Each row below is one wave vector in a crystal of SrO, treated with a semilocal density functional. The columns level under 1 to level under 3 hold the three highest filled levels there, which are mainly O 2p, and level over 1 is the lowest empty one. The column level under 4 holds the top of a deeper group, formed by O 2s and Sr 4p. Energies count from the highest filled level of the whole list. In the usual names, the first four rows are Γ, X, L and W, and the fifth lies midway between Γ and X.

PySCF 2.14.0, periodic Kohn–Sham DFT of rock-salt SrO with the SOGGA11 functional, DZVP-MOLOPT-SR basis sets and GTH-BLYP pseudopotentials, without spin polarisation or spin–orbit coupling. The k mesh is 4×4×4, the density cutoff 200 Ha, and Gaussians with exponents below 0.05 bohr⁻² are left out. Levels are relative to the valence top on the mesh.

```csv
point a (reciprocal cell vector),point b (reciprocal cell vector),point c (reciprocal cell vector),level point (row),level under 4 (eV),level under 3 (eV),level under 2 (eV),level under 1 (eV),level over 1 (eV)
0.0000,0.0000,0.0000,1,-14.304,-0.007,0.000,0.000,4.224
0.5000,0.5000,0.0000,2,-14.659,-0.520,-0.124,-0.119,3.632
0.5000,0.5000,0.5000,3,-12.914,-2.193,-1.174,-1.174,6.788
0.7500,0.5000,0.2500,4,-13.585,-1.147,-0.508,-0.504,6.328
0.7500,0.7500,0.0000,5,-13.636,-1.376,-0.165,-0.161,4.948
0.7500,0.7500,0.2500,6,-13.536,-1.259,-0.804,-0.658,5.396
0.7500,0.7500,0.5000,7,-13.214,-1.713,-1.066,-0.480,6.461
```

## Rows 1 and 2: between which points does the gap lie?

On this mesh, the highest filled level is at Γ and the lowest empty one at X, 3.632 eV above it. The gap is therefore indirect: light alone cannot lift an electron across it, because a photon carries almost no crystal momentum. The empty side favours X clearly, since Γ lies 0.592 eV higher; the filled side favours Γ only slightly, since X lies just 0.119 eV lower.

That the empty minimum sits at X is typical of a cation with low empty d orbitals. At X, the Sr atoms within one layer are in phase, and 4d lobes that point at each other overlap constructively. That would hold at Γ too, but at X the next layer has the opposite phase, which turns the sideways overlaps between layers from antibonding to bonding. The lowest empty level at Γ is instead an s level, usually assigned to Sr 5s. These characters are established chemistry of such oxides and were not computed here. The energies do give one hint: the next empty level at Γ, not listed, lies 2.4 eV higher, so the lowest one is single, whereas d levels come in twos and threes there.

## Still rows 1 and 2: what if the mesh skipped X?

The gap would be read too large. With X struck from these rows, the lowest empty level would be the one at Γ and the gap would appear as 4.224 eV. For a given electron density, a mesh can only overestimate a gap, since it may pass over the best point but cannot invent a better one. For the gap of SrO, a mesh that contains both Γ and X is thus worth more than a somewhat denser one that avoids X.

## Which digits can be trusted?

Cubic symmetry without spin-orbit coupling demands three equal levels at the top of Γ, yet they spread over 7 meV. The upper pair at X, which should also coincide, is split by 5 meV. These splittings are numerical, so the third decimal carries no physics, while the 0.119 eV between Γ and X stands well clear of them.

Agreement with nature is another matter. The measured gap lies above 5 eV, and semilocal functionals are known to make such gaps too small. The coarse k mesh used for the density, the modest basis and potentials made for a different functional may add their own shifts. Since the empty levels at Γ and X differ in character, their spacing may change too with a better method.

## Row 3: why do the filled levels sink at L?

At L even the highest filled level lies 1.174 eV below the top. Direct coupling between nearest oxygens cannot explain this: it would place the average of the three p levels at L between those at Γ and X, whereas it lies far below both. The likely explanation involves the Sr atoms in between.

Consider an O 2p orbital with a Sr atom on either side. Its two lobes have opposite signs. At Γ and X the two Sr atoms carry the same phase, so the overlap of the p orbital with a Sr s orbital on one side cancels that on the other; the same holds for Sr d orbitals. At L the two Sr atoms carry opposite phases and the overlaps add. Filled O 2p and empty Sr levels then mix and repel each other, which pushes the filled ones down.

## Row 5: which p orbital feels this most?

Halfway from Γ to X the cancellation is lifted along one axis only. There the lowest of the three p levels dips to −1.376 eV, although it lies at −0.520 eV at X and near zero at Γ. Coupling between nearest oxygens would put it at the mean of the two ends; it lies 1.1 eV lower. The other two levels dip by only 0.1 eV.

Symmetry identifies the single level as the p orbital that points along the direction of travel, end-on to its Sr neighbours. The pair meets the Sr atoms on that axis sideways. The elevenfold difference fits the rule that end-on overlap is stronger than sideways overlap: the shift grows as the square of the overlap, and a Sr s orbital has no sideways overlap with a p orbital at all.

## Rows 4, 6 and 7: can the other points be foretold?

Let $k_x, k_y, k_z$ be the wave vector along the cubic axes in units of $2\pi/a$, with $a$ the cube edge. Two Sr neighbours on axis $i$ contribute overlaps of opposite sign with phases $e^{\pm i\pi k_i}$, so their sum goes as $\sin\pi k_i$ and the energy shift as its square. Averaging the three p levels removes their mixing with one another. If the Sr levels are taken to have fixed energies, this leaves

$$\bar E = E_0 + A\,(\sin^2\pi k_x+\sin^2\pi k_y+\sin^2\pi k_z) + B\,(c_xc_y+c_yc_z+c_zc_x),$$

where $c_i=\cos\pi k_i$ and the last term describes coupling between nearest oxygens. Rows 1, 2 and 5 fix the constants at $E_0=-0.191$, $A=-0.439$ and $B=0.063$ eV.

Take W, which played no part in this. Its components are $(0,\tfrac12,1)$, so the squared sines add up to 1 and the cosine products to −1:

$$\bar E = -0.191-0.439-0.063=-0.693\ \text{eV}.$$

The table gives an average of −0.720 eV. This is the largest miss among the four predicted rows, L included, and it is small beside the 1.5 eV over which the averages range. The printed analysis that follows lists all rows, together with a fit to all seven that uses oxygen–oxygen coupling alone and fails by about 0.4 eV.

The formula gives averages, not the spacing of the three levels at a point. Nor does its success show that $A$ comes from the empty Sr levels alone. Filled Sr 4p levels, far below, push O 2p up at Γ and X but not at L, and their effect on the average has the form of the same two terms. Part of the sinking at L may thus be a lost push from below.

## What would change if Cd replaced Sr?

Cadmium brings a filled 4d shell that lies below O 2p. The phase rule stays the same: no p–d mixing at Γ and X, strong mixing at L. But levels repel, so a filled shell below pushes O 2p up where an empty shell above pushes it down. The highest filled level should then move away from Γ, as is well known for CdO. For a neighbouring rock-salt compound, the first thing to ask is therefore whether the cation's d levels lie above or below the anion's p levels.

Numerical output:

```
Centre of the three O 2p levels and direct gap, eV:
   row  sin2 sum  cos products     centre  predicted       miss  direct gap
   0.0         0             3  -0.002333  -0.002333  7.373e-18       4.224
   0.5   1.5e-32            -1    -0.2543    -0.2543  5.551e-17       3.751
   0.5         3     1.125e-32     -1.514     -1.508   0.005333       7.962
  0.75         1            -1    -0.7197    -0.6933    0.02633       6.832
  0.75         1             1    -0.5673    -0.5673          0       5.109
  0.75       1.5          -0.5     -0.907    -0.8813    0.02567       6.054
  0.75         2    -1.225e-16     -1.086     -1.069      0.017       6.941
Constant, sin2 coefficient of the centre, eV: -0.439
Constant, cos product coefficient of the centre, eV: 0.063
Constant term of the centre, eV: -0.1913
Largest miss on the four predicted rows, eV: 0.02633
Predicted centre at the unprinted point midway Gamma to L, eV: -0.7553
fit of centre on 7 rows: constant -0.7563 +/- 0.19, coefficient of nearO 0.1623 +/- 0.14; rms 0.421, worst 0.5 0.757, leave-one-out rms 0.708
Indirect gap Gamma to X, eV: 3.632
Lowest empty level, Gamma above X, eV: 0.592
Highest filled level, X below Gamma, eV: 0.119
Dip of the single p level midway Gamma to X below the mean of the ends, eV: 1.115
Dip of the p pair midway Gamma to X below the mean of the ends, eV: 0.1011
Ratio of the two dips: 11.03
Numerical splitting of the triple level at Gamma, meV: 7
Numerical splitting of the upper pair at X, meV: 5
Smallest distance from the p group to the deeper group, eV: 10.72
Gap among printed rows if X were left out, eV: 4.224
```
